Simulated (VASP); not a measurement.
Runs of VASP 6.6.1 on I. Symmetry: C2/m, No. 12, monoclinic system. Conventional cell: a = 4.686 Å, b = 7.367 Å, c = 2.918 Å, α = 90.00°, β = 127.82°, γ = 90.00°. I (site symmetry 2/m) is surrounded by 2 I at 2.92 Å. 

```tsv
potentials or basis	cell	k mesh	mesh quality	gap on the mesh (eV)	pressure (GPa)
VASP PAW PBE potentials, release 64 (I)	strained and moved within a subgroup	12 × 12 × 18	not flagged	none	6.2
VASP PAW PBE potentials, release 64 (Cl)	I replaced by Cl, lengths x 0.840, strained and moved within the space group	6 × 6 × 8	coarse	none	(a)
VASP PAW PBE potentials, release 64 (I)	as given	12 × 12 × 18	not flagged	none	0.0
VASP PAW PBE potentials, release 64 (Cl)	I replaced by Cl, lengths x 0.840, strained and moved within the space group	14 × 14 × 20	not flagged	none	-5.4
```

Alike in all rows: task single point; level PBEsol; no spin polarisation; cutoff (eV) 520; smearing gaussian 0.1 eV.

Question: Estimate the missing entries.

Answer: (a) -6.0.

Caveats: some runs use coarse meshes; the PAW data sets were made with another functional, which shifts forces and pressure a little; an odd number of electrons without spin polarisation forces a metal; a magnetic or distorted state may lie lower.

A k mesh can miss the band edges, and the runs leave out spin-orbit coupling on I.

A gap of «none» marks a metal or a gap under the smearing width.
